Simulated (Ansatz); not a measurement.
# Tin, alpha-Sn (diamond) under BLYP: structure, energy and stiffness, part 1 of 2

What does BLYP give for tin in the alpha-Sn (diamond) structure? We relax it, solve it on a dense k-mesh, switch on spin-orbit coupling, then scale the cell to 7 volumes from 88 to 112 % of the relaxed one and try a fit of the equation of state. The k-meshes are 9×9×9 for the relaxation; 13×13×13 for the dense run; 8×8×8 for spin-orbit coupling; 13×13×13 for the volumes. It starts from a deposited cell (COD).

Program: Ansatz 0.2.0. Level of theory: DFT BLYP, plane waves (420 eV) with PAW, scalar-relativistic; PBE-made PAW files. These are calculated values, not measurements.

**1. The starting structure**

It takes space group Fd-3m (No. 227, cubic). The conventional cell has a = 6.491 Å, b = 6.491 Å, c = 6.491 Å, α = 90.00°, β = 90.00°, γ = 90.00°. Sn (site symmetry -43m) has 4 Sn at 2.81 Å as nearest neighbours.

Coordinates:

```cif
data_structure
_symmetry_space_group_name_H-M 'P 1'
_symmetry_Int_Tables_number 1
_cell_length_a 4.5900
_cell_length_b 4.5900
_cell_length_c 4.5900
_cell_angle_alpha 60.000
_cell_angle_beta 60.000
_cell_angle_gamma 60.000
_cell_volume 68.38
loop_
_atom_site_label
_atom_site_type_symbol
_atom_site_fract_x
_atom_site_fract_y
_atom_site_fract_z
_atom_site_occupancy
Sn1 Sn 0.50000 0.50000 0.50000 1
Sn2 Sn 0.75000 0.75000 0.75000 1
```

**2. Relaxation of the cell**

input.yaml reads:

```yaml
crystal:
  lattice:
    - [0.0, 3.2456, 3.2456]
    - [3.2456, 0.0, 3.2456]
    - [3.2456, 3.2456, 0.0]
  atoms:
    - { symbol: Sn, position: [0.5, 0.5, 0.5] }
    - { symbol: Sn, position: [0.75, 0.75, 0.75] }
hamiltonian:
  xc: blyp
  pseudopotentials:
    kind: paw
    azcp:
      Sn: "pseudopotentials/Sn.paw.azcp"
basis:
  ecutwfc: 420
  fft_grid_basis: typed
kpoints:
  mp_grid: { grid: [9, 9, 9], shift: [0, 0, 0] }
magnetization:
  spin_polarized: false
scf:
  occupations: { method: fermi_dirac, width: 0.1 }
relax:
  max_steps: 60
  f_tol: 0.01
  cell: {}
```

The log of the run (excerpt; [...] marks lines left out):

```text
Warning: RAYON_NUM_THREADS=4 ignored (pool sized by the plan → 4); use --threads N
[...]
Pseudopotentials: kind: paw
Pseudopotential: Sn, paw, valence charge 14, recommended cutoff 420 eV (normal), <dir>
Functional definition: BLYP
[...]
Crystal: 2 atoms, lattice volume = 68.378 Å³
Basis set: ecut = 420 eV, 1363 PW (Γ), exchange–correlation on 64×64×64 points (8 copies of the dense FFT grid, shifted against one another)
Bands: 18, of which v1, the nominal top of the filled ones, is band 14 counted from 1 (13 counted from 0)
Symmetry: 48 space group operations
Space group: Fd-3m (ITA 227), of the structure as read, at distance tolerance 4.1e-5 Å
k-points: 35 of 729
[...]
SCF iter   1: F=—  HF=-12081.156813 eV  |F-HF|=—  |Δ(HF+E_count)|=         —  Δρ=4.47e-3  dr2=8.48e-3  ethr=1.77e-3  ⟨swp⟩=5.8  Hψ=3353  notcnv=0
[...]
relax step   1: F+E_penalty+E_count = -12081.15379744 eV  Δ(F+E_penalty+E_count) = +0.000e0 eV  max|allowed force component| = 2.891e-18 eV/Å  Δτ_max = 0.0000 Å  P = +5.870 GPa  Ω = 68.378 Å³  (8 SCF iters, dr2 threshold 1.00e-7 eV, accepted)
[...]
relax step   3: F+E_penalty+E_count = -12081.32385458 eV  Δ(F+E_penalty+E_count) = -7.380e-5 eV  max|allowed force component| = 1.243e-17 eV/Å  Δτ_max = 0.0000 Å  P = +0.027 GPa  Ω = 79.110 Å³  energy of the carried Pulay correction = -1.437e-3 eV  (5 SCF iters, dr2 threshold 3.16e-8 eV, accepted)
[...]
relax step   4: F+E_penalty+E_count = -12081.32498695 eV  Δ(F+E_penalty+E_count) = -1.132e-3 eV  max|allowed force component| = 3.007e-17 eV/Å  Δτ_max = 0.0000 Å  P = +0.018 GPa  Ω = 79.110 Å³  stress off target by 1.80e-2 GPa  SCF on the basis re-selected at this cell (its energy is not [...]
SCF converged after 6 iterations
Free energy (F): -12081.324987 eV
[...]
E sigma→0 (E₀):  -12081.319336 eV
Entropy (-TS):   -0.011303 eV (-5.651 meV/atom)
Fermi energy:    6.435230 eV
[...]
--- Forces (eV/Å), atoms counted from 1 ---
  atom   1  Sn    -0.00000000     0.00000000    -0.00000000
  atom   2  Sn     0.00000000    -0.00000000    -0.00000000
[...]
--- Stress (GPa, compression-positive) ---
        0.017961      -0.000000      -0.000000
        0.000000       0.017961      -0.000000
        0.000000      -0.000000       0.017961
  P = ⅓ Tr σ = 0.0180 GPa (0.180 kbar)
--- Relaxed structure (3 steps of the walk, 3 accepted, 1 SCFs on fresh bases) ---
  F+E_penalty+E_count = -12081.32498695 eV   max|allowed force component| = 3.007e-17 eV/Å   (the final SCF, on the basis selected at the relaxed cell)
  cell:  # Å, volume = 79.1104 Å³
    - [1.6814727708555446e-33, 3.4072281013457024, 3.4072281013457024]
    - [3.4072281013457024, 4.611311689770508e-33, 3.4072281013457024]
    - [3.4072281013457024, 3.4072281013457024, 1.8088570716779344e-33]
  atoms:
    - { symbol: Sn, position: [0.5, 0.5, 0.5] }
    - { symbol: Sn, position: [0.7500000000000001, 0.7500000000000001, 0.7500000000000001] }
```

Wall time 2.5 s (4 threads of an x86-64 CPU, shared host); peak memory 0.46 GiB.

The steps of the relaxation:

```csv
step,energy change (meV/atom),largest force (eV/Å),pressure (GPa),volume (Å³/atom)
1,0.00,0.0000,5.87,34.189
2,-84.99,0.0000,0.11,39.437
3,-85.03,0.0000,0.03,39.555
4,-85.59,0.0000,0.02,39.555
```

Steps that repeat a cell are solved on a basis chosen anew, so their changes of energy are no gain of the relaxation.

Changes in the cell that was computed:

|  | before | after | change |
| --- | --- | --- | --- |
| a (Å) | 4.590 | 4.819 | +5.0 % |
| b (Å) | 4.590 | 4.819 | +5.0 % |
| c (Å) | 4.590 | 4.819 | +5.0 % |
| volume (Å³/atom) | 34.189 | 39.555 | +15.7 % |
| shortest distance (Å) | 2.811 | 2.951 | +5.0 % |
| space group (spins left aside) | Fd-3m | Fd-3m | same |

**3. Single point on a dense mesh**

input.yaml reads:

```yaml
crystal:
  lattice:
    - [0.0, 3.4072281013, 3.4072281013]
    - [3.4072281013, 0.0, 3.4072281013]
    - [3.4072281013, 3.4072281013, 0.0]
  atoms:
    - { symbol: Sn, position: [0.5, 0.5, 0.5] }
    - { symbol: Sn, position: [0.75, 0.75, 0.75] }
hamiltonian:
  xc: blyp
  pseudopotentials:
    kind: paw
    azcp:
      Sn: "pseudopotentials/Sn.paw.azcp"
basis:
  ecutwfc: 420
  fft_grid_basis: typed
kpoints:
  mp_grid: { grid: [13, 13, 13], shift: [0, 0, 0] }
magnetization:
  spin_polarized: false
scf:
  occupations: { method: fermi_dirac, width: 0.1 }
```

The log of the run (excerpt; [...] marks lines left out):

```text
Warning: RAYON_NUM_THREADS=4 ignored (pool sized by the plan → 4); use --threads N
[...]
Pseudopotentials: kind: paw
Pseudopotential: Sn, paw, valence charge 14, recommended cutoff 420 eV (normal), <dir>
Functional definition: BLYP
[...]
Crystal: 2 atoms, lattice volume = 79.110 Å³
Basis set: ecut = 420 eV, 1471 PW (Γ), exchange–correlation on 72×72×72 points (8 copies of the dense FFT grid, shifted against one another)
Bands: 18, of which v1, the nominal top of the filled ones, is band 14 counted from 1 (13 counted from 0)
Symmetry: 48 space group operations
Space group: Fd-3m (ITA 227), of the structure as read, at distance tolerance 4.3e-5 Å
k-points: 84 of 2197
[...]
SCF iter   1: F=—  HF=-12081.328871 eV  |F-HF|=—  |Δ(HF+E_count)|=         —  Δρ=3.90e-3  dr2=6.32e-3  ethr=1.77e-3  ⟨swp⟩=6.0  Hψ=7786  notcnv=0
[...]
SCF iter   8: F=-12081.325981 eV  HF=-12081.325981 eV  |F-HF|=6.18e-10  |Δ(HF+E_count)|=   3.09e-7  Δρ=1.61e-6  dr2=1.39e-9  ethr=3.57e-10  ⟨swp⟩=1.0  Hψ=4538  notcnv=0
[...]
SCF converged after 8 iterations
Free energy (F): -12081.325981 eV
[...]
E sigma→0 (E₀):  -12081.321535 eV
Entropy (-TS):   -0.008892 eV (-4.446 meV/atom)
Fermi energy:    6.479742 eV
[...]
```

It took 1.5 s on 4 threads of an x86-64 CPU, shared host; peak memory 0.47 GiB.

**4. Spin-orbit coupling switched on**

input.yaml: that of step 3 with these lines changed.

```diff
@@ -11,3 +11,3 @@
   pseudopotentials:
-    kind: paw
+    kind: paw_fr
     azcp:
@@ -18,5 +18,6 @@
 kpoints:
-  mp_grid: { grid: [13, 13, 13], shift: [0, 0, 0] }
+  mp_grid: { grid: [8, 8, 8], shift: [0, 0, 0] }
 magnetization:
-  spin_polarized: false
+  noncollinear: true
+  spin_orbit: true
 scf:
```

The log of the run (excerpt; [...] marks lines left out):

```text
Warning: RAYON_NUM_THREADS=4 ignored (pool sized by the plan → 4); use --threads N
[...]
Pseudopotentials: kind: paw_fr
Pseudopotential: Sn, paw_fr, valence charge 14, recommended cutoff 420 eV (normal), <dir>
Functional definition: BLYP
[...]
non-collinear run that drives no moment, with spin-orbit: no starting moment large enough to seed its density (crystal.atoms[].spin), no starting occupations that ask for one, no magnetisation constraint and no magnetic field, so the semilocal B_xc is pinned to zero
Crystal: 2 atoms, lattice volume = 79.110 Å³
Basis set: ecut = 420 eV, 1471 PW (Γ), exchange–correlation on 72×72×72 points (8 copies of the dense FFT grid, shifted against one another)
Bands: 36, of which v1, the nominal top of the filled ones, is band 28 counted from 1 (27 counted from 0)
Symmetry: 48 space group operations + 48 with time reversal
Magnetic group: BNS 227.129 (UNI 1631), of the structure as read, at distance tolerance 4.3e-5 Å
k-points: 29 of 512
Projection manifold: j_resolved (fully-relativistic pseudo-atomic orbitals)
[...]
SCF iter   1: F=—  HF=-12085.771924 eV  |F-HF|=—  |Δ(HF+E_count)|=         —  Δρ=1.71e-2  dr2=2.98e-1  dr2_m=0.00e0 (ungated)  ethr=3.10e-3  |M|=0.00e0 ∫|m|=0.00e0 μB  |m|>n=0.0e0 m-floor=0.0e0 τ_xc=0.0e0  β_m=0.30  ⟨swp⟩=8.9  Hψ=2865  notcnv=0  defer=4
[...]
SCF iter   7: F=-12085.722805 eV  HF=-12085.722805 eV  |F-HF|=1.17e-8  |Δ(HF+E_count)|=   4.31e-7  Δρ=5.41e-6  dr2=2.26e-8  dr2_m=0.00e0 (ungated)  ethr=3.57e-10  |M|=0.00e0 ∫|m|=0.00e0 μB  |m|>n=0.0e0 m-floor=0.0e0 τ_xc=0.0e0  ⟨swp⟩=1.3  Hψ=1556  notcnv=0
[...]
SCF converged after 7 iterations
Magnetization: |M| = 0.0000 μB,  M = (+0.0000, +0.0000, +0.0000) μB
Absolute magnetization: 0.0000 μB (∫|m|)
  site 0: m = (+0.0000, +0.0000, +0.0000) μB, |m| = 0.0000 μB  (R = 1.22 Å)
  site 1: m = (+0.0000, +0.0000, +0.0000) μB, |m| = 0.0000 μB  (R = 1.22 Å)
Free energy (F): -12085.722805 eV
[...]
E sigma→0 (E₀):  -12085.717142 eV
Entropy (-TS):   -0.011327 eV (-5.664 meV/atom)
Fermi energy:    6.419499 eV
[...]
```

It took 2.5 s on 4 threads of an x86-64 CPU, shared host; peak memory 0.63 GiB.

With and without spin-orbit coupling:

```csv
,scalar-relativistic,with spin-orbit coupling
k-mesh,13×13×13,8×8×8
gap on the mesh,none (levels filled in part),none (levels filled in part)
```

The meshes differ, so small differences between the columns need not come from spin-orbit coupling.

**5. Volume × 0.88**

input.yaml reads:

```yaml
crystal:
  lattice:
    - [0.0, 3.2650920765, 3.2650920765]
    - [3.2650920765, 0.0, 3.2650920765]
    - [3.2650920765, 3.2650920765, 0.0]
  atoms:
    - { symbol: Sn, position: [0.5, 0.5, 0.5] }
    - { symbol: Sn, position: [0.75, 0.75, 0.75] }
hamiltonian:
  xc: blyp
  pseudopotentials:
    kind: paw
    azcp:
      Sn: "pseudopotentials/Sn.paw.azcp"
basis:
  ecutwfc: 420
  fft_grid_basis: typed
kpoints:
  mp_grid: { grid: [13, 13, 13], shift: [0, 0, 0] }
magnetization:
  spin_polarized: false
scf:
  occupations: { method: fermi_dirac, width: 0.1 }
output:
  stress: true
```

The log of the run (excerpt; [...] marks lines left out):

```text
Warning: RAYON_NUM_THREADS=4 ignored (pool sized by the plan → 4); use --threads N
[...]
Pseudopotentials: kind: paw
Pseudopotential: Sn, paw, valence charge 14, recommended cutoff 420 eV (normal), <dir>
Functional definition: BLYP
[...]
Crystal: 2 atoms, lattice volume = 69.617 Å³
Basis set: ecut = 420 eV, 1363 PW (Γ), exchange–correlation on 64×64×64 points (8 copies of the dense FFT grid, shifted against one another)
Bands: 18, of which v1, the nominal top of the filled ones, is band 14 counted from 1 (13 counted from 0)
Symmetry: 48 space group operations
Space group: Fd-3m (ITA 227), of the structure as read, at distance tolerance 4.1e-5 Å
k-points: 84 of 2197
[...]
SCF iter   1: F=—  HF=-12081.201429 eV  |F-HF|=—  |Δ(HF+E_count)|=         —  Δρ=4.39e-3  dr2=7.92e-3  ethr=1.77e-3  ⟨swp⟩=5.9  Hψ=8001  notcnv=0
[...]
SCF iter   8: F=-12081.198562 eV  HF=-12081.198562 eV  |F-HF|=5.42e-10  |Δ(HF+E_count)|=   2.23e-7  Δρ=2.31e-6  dr2=2.19e-9  ethr=3.57e-10  ⟨swp⟩=4.9  Hψ=5618  notcnv=0
[...]
SCF converged after 8 iterations
Free energy (F): -12081.198562 eV
[...]
E sigma→0 (E₀):  -12081.195930 eV
Entropy (-TS):   -0.005265 eV (-2.632 meV/atom)
Fermi energy:    8.038496 eV
[...]
--- Stress (GPa, compression-positive) ---
        4.900758       0.000000      -0.000000
       -0.000000       4.900758      -0.000000
       -0.000000      -0.000000       4.900758
  P = ⅓ Tr σ = 4.9008 GPa (49.008 kbar)
```

Run time: 1.9 s. Hardware: 4 threads of an x86-64 CPU, shared host; peak memory 0.45 GiB.

(Continued in part 2 of 2.)
